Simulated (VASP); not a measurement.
# HfN: single point with PBE

HfN:

```
CELL_PARAMETERS angstrom
2.82503 0.00000 0.00000
0.00000 2.82503 0.00000
0.00000 0.00000 2.82503
ATOMIC_POSITIONS crystal
Hf 0.00000 0.00000 0.00000
N 0.50000 0.50000 0.50000
```

The cell was built by a generator and needn't be a form met in nature.

The cell isn't the ideal one: random cell by space group and Wyckoff sites (Pm-3m, No. 221).

| Item | Value |
| --- | --- |
| Program | VASP 6.6.1 |
| Task | single point |
| Functional | PBE |
| Potentials or basis | VASP PAW PBE potentials, release 64 (Hf_pv, N) |
| Cutoff | 520 eV |
| k mesh | 20 × 20 × 20 |
| Occupations | gaussian, width 0.1 eV |
| Spin | no spin polarisation |

| Quantity | Value |
| --- | --- |
| Pressure | -2.6 GPa |
| Band gap on the k mesh | none (metal or under the smearing width) |

Levels at points of the mesh, in eV from the Fermi level:
```tsv
k point	band 6	band 7	band 8	band 9	band 10	band 11
(0.00, 0.00, 0.00)	-2.35	-1.03	-1.03	-1.03	3.37	6.41
(0.50, 0.00, 0.00)	-2.57	-2.57	-1.14	5.73	7.01	7.17
(0.50, 0.50, 0.00)	-3.94	-1.36	-0.48	2.65	3.15	3.15
(0.50, 0.50, 0.50)	-6.71	-6.71	7.83	7.83	7.83	9.54
```

Wall time 35 s on 1 thread of Intel(R) Xeon(R) Platinum 8559C (Emerald Rapids), on a shared host, peak memory 0.21 GiB.

The run has no spin-orbit coupling, so splittings on Hf are missing.
